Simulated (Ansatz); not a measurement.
# A K vacancy in rocksalt KCl, 63 atoms, charge −1

How high is the barrier for this jump? The start is relaxed, a band joins it to the far end, and PBEsol and HSE06 are the levels used.

Method: density functional theory in Ansatz 0.2.0, PAW datasets, plane waves.

### 1 Starting point

63 atoms (32 Cl, 31 K); a = 12.487 Å, b = 12.487 Å, c = 12.487 Å, α = 90.00°, β = 90.00°, γ = 90.00°. All atoms were shaken off their sites by about 0.02 Å along each axis. Defect site 1: (0.500, 0.500, 0.500).

The runs, in order: (2) PBEsol relaxation at the single k point (¼, ¼, ¼), on 1 × NVIDIA GB200 with 8 threads of Arm Neoverse-V2; (3) HSE06 single point at the single k point (¼, ¼, ¼), on 1 × NVIDIA GB200 with 8 threads of Arm Neoverse-V2; (4) PBEsol band at the single k point (¼, ¼, ¼), on 1 × NVIDIA GB200 with 8 threads of Arm Neoverse-V2; (5) HSE06 single point at the single k point (¼, ¼, ¼), on 1 × NVIDIA GB200 with 8 threads of Arm Neoverse-V2.

### 2 Relaxing the atoms with PBEsol

Contents of in.yaml:

```yaml
crystal:
  lattice:
    - [12.487268, 0.000000, 0.000000]
    - [0.000000, 12.487268, 0.000000]
    - [0.000000, 0.000000, 12.487268]
  atoms:
    - { symbol: Cl, position: [0.250440, 0.001549, 0.999098] }
    - { symbol: Cl, position: [0.250348, 0.999908, 0.498627] }
    - { symbol: Cl, position: [0.250574, 0.501434, 0.999623] }
    - { symbol: Cl, position: [0.249124, 0.500329, 0.498865] }
    - { symbol: Cl, position: [0.749278, 0.999242, 0.001383] }
    - { symbol: Cl, position: [0.747671, 0.999507, 0.496571] }
    - { symbol: Cl, position: [0.750810, 0.500662, 0.001093] }
    - { symbol: Cl, position: [0.750143, 0.500433, 0.500027] }
    - { symbol: Cl, position: [0.001148, 0.249868, 0.998810] }
    - { symbol: Cl, position: [0.999094, 0.250055, 0.498497] }
    - { symbol: Cl, position: [0.000162, 0.751941, 0.001798] }
    - { symbol: Cl, position: [0.000816, 0.750106, 0.503860] }
    - { symbol: Cl, position: [0.498326, 0.250263, 0.001111] }
    - { symbol: Cl, position: [0.499507, 0.249654, 0.501963] }
    - { symbol: Cl, position: [0.496827, 0.748671, 0.999292] }
    - { symbol: Cl, position: [0.500138, 0.749286, 0.499923] }
    - { symbol: Cl, position: [0.000738, 0.995176, 0.251819] }
    - { symbol: Cl, position: [0.000230, 0.000602, 0.748000] }
    - { symbol: Cl, position: [0.999770, 0.500365, 0.250276] }
    - { symbol: Cl, position: [0.998530, 0.498498, 0.751598] }
    - { symbol: Cl, position: [0.499372, 0.002662, 0.255206] }
    - { symbol: Cl, position: [0.498805, 0.002200, 0.750298] }
    - { symbol: Cl, position: [0.498886, 0.500502, 0.249518] }
    - { symbol: Cl, position: [0.500681, 0.498886, 0.748529] }
    - { symbol: Cl, position: [0.250549, 0.248566, 0.250025] }
    - { symbol: Cl, position: [0.250858, 0.252653, 0.748865] }
    - { symbol: Cl, position: [0.251577, 0.749962, 0.250731] }
    - { symbol: Cl, position: [0.248994, 0.749601, 0.750820] }
    - { symbol: Cl, position: [0.749794, 0.251021, 0.252401] }
    - { symbol: Cl, position: [0.751877, 0.248949, 0.751271] }
    - { symbol: Cl, position: [0.750095, 0.749384, 0.250146] }
    - { symbol: Cl, position: [0.751833, 0.747915, 0.753993] }
    - { symbol: K, position: [0.001555, 0.998315, 0.001684] }
    - { symbol: K, position: [0.997067, 0.999860, 0.498708] }
    - { symbol: K, position: [0.998358, 0.497566, 0.999972] }
    - { symbol: K, position: [0.998837, 0.496785, 0.499128] }
    - { symbol: K, position: [0.499392, 0.000477, 0.000561] }
    - { symbol: K, position: [0.501512, 0.998878, 0.501093] }
    - { symbol: K, position: [0.499569, 0.498554, 0.999831] }
    - { symbol: K, position: [0.251565, 0.251904, 0.998258] }
    - { symbol: K, position: [0.249740, 0.254107, 0.500249] }
    - { symbol: K, position: [0.248477, 0.749494, 0.998861] }
    - { symbol: K, position: [0.251034, 0.751031, 0.499010] }
    - { symbol: K, position: [0.751573, 0.248129, 0.998117] }
    - { symbol: K, position: [0.749578, 0.249619, 0.502946] }
    - { symbol: K, position: [0.748549, 0.751043, 0.001419] }
    - { symbol: K, position: [0.747275, 0.748517, 0.499807] }
    - { symbol: K, position: [0.248071, 0.000177, 0.247782] }
    - { symbol: K, position: [0.250564, 0.000116, 0.749980] }
    - { symbol: K, position: [0.247927, 0.501345, 0.250457] }
    - { symbol: K, position: [0.252366, 0.500777, 0.750988] }
    - { symbol: K, position: [0.752528, 0.999556, 0.251322] }
    - { symbol: K, position: [0.750254, 0.999972, 0.749580] }
    - { symbol: K, position: [0.749074, 0.500919, 0.250024] }
    - { symbol: K, position: [0.748298, 0.502811, 0.750791] }
    - { symbol: K, position: [0.999535, 0.253709, 0.251053] }
    - { symbol: K, position: [0.000038, 0.250932, 0.750350] }
    - { symbol: K, position: [0.997657, 0.748413, 0.250994] }
    - { symbol: K, position: [0.001548, 0.749020, 0.749136] }
    - { symbol: K, position: [0.502656, 0.249315, 0.250134] }
    - { symbol: K, position: [0.499465, 0.250596, 0.747255] }
    - { symbol: K, position: [0.499909, 0.750097, 0.251640] }
    - { symbol: K, position: [0.501121, 0.748872, 0.749476] }
  symmetry: { detect: false }
kpoints:
  mp_grid: { grid: [1, 1, 1], shift: [0.25, 0.25, 0.25] }
hamiltonian:
  xc: pbesol
total_charge: -1
scf:
  occupations: { method: fermi_dirac, width: 0.01 }
relax:
  f_tol: 0.03
  max_steps: 80
  escape_saddle: false
  adjacent_minimum: "off"
output:
  forces: true
  eigenvalues: true
  populations: true
  charged_corrections: { epsilon: 4.9 }
```

On the command line:

```bash
> ansatz run in.yaml --threads 8 --pin off --max-ram 118750MiB --runs-dir r --events-out ev --progress --plain --backend cuda --devices 0, --max-vram 170GiB
```

The runs that follow: HSE06 single point; Nudged elastic band for the jump; HSE06 single point.

**Question.** What will these runs give? Wanted: for each run, top filled to lowest empty.

As calculated:

```
                   level         time  top filled to lowest empty (eV)
      PBEsol, relaxation  3.1 s (GPU)                             5.27
                   HSE06   21 s (GPU)                             6.75
HSE06, at the band's top   20 s (GPU)                             6.76
```

```
                   quantity                             value
                 relaxation  3 recorded steps, 0.37 eV gained
              largest shift                     0.17 Å (Cl24)
barrier forwards, backwards                     0.65, 0.65 eV
                       jump                       K by 4.24 Å
            band iterations                                13
    top less start by HSE06                           0.71 eV
```

**Reading.** The relaxation lowers the energy by 0.37 eV; the largest shift is 0.17 Å (Cl24). The PBEsol barrier is 0.65 eV forwards and 0.65 eV back, about 25 times kT at 300 K, without charge corrections. The cell's size and k points aren't converged for it. The top is a first-order saddle. On the same two geometries HSE06 gives 0.71 eV. At the same k points, PBEsol gives a spacing 1.48 eV smaller than the 6.75 eV of HSE06. In a defect cell this spacing can involve defect levels, so it need not be the gap.
